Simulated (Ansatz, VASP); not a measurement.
## One calculation of Ge, two programs

```
Ge
1.0
     4.01741    0.00000    0.00000
    -2.00871    3.47918    0.00000
     0.00000    0.00000    6.62538
Ge
4
Direct
  0.33333 0.66667 0.00032
  0.66667 0.33333 0.50032
  0.33333 0.66667 0.37468
  0.66667 0.33333 0.87468
```

Alike in both runs: task single point; functional PBE; k mesh 6 × 6 × 4; occupations fermi-dirac, width 0.02 eV; no spin polarisation.

```csv
,VASP,Ansatz
version,VASP 6.6.1,Ansatz 0.2.0
potentials or method,"VASP PAW PBE potentials, release 64 (Ge_d)","plane waves, PAW"
plane-wave cutoff (eV),520,420
valence electrons in the cell,56,56
```

|  | VASP | Ansatz | Ansatz less VASP |
| --- | --- | --- | --- |
| pressure (GPa) | 2.0 | 2.1 | +0.08 |
| largest component of the traceless stress (GPa) | 0.27 | 0.28 | +0.006 |
| rms of the force components (eV/Å) | 0.011 | 0.011 | +0.0003 |

Atom by atom the forces differ by 0.000 eV/Å (rms over components).
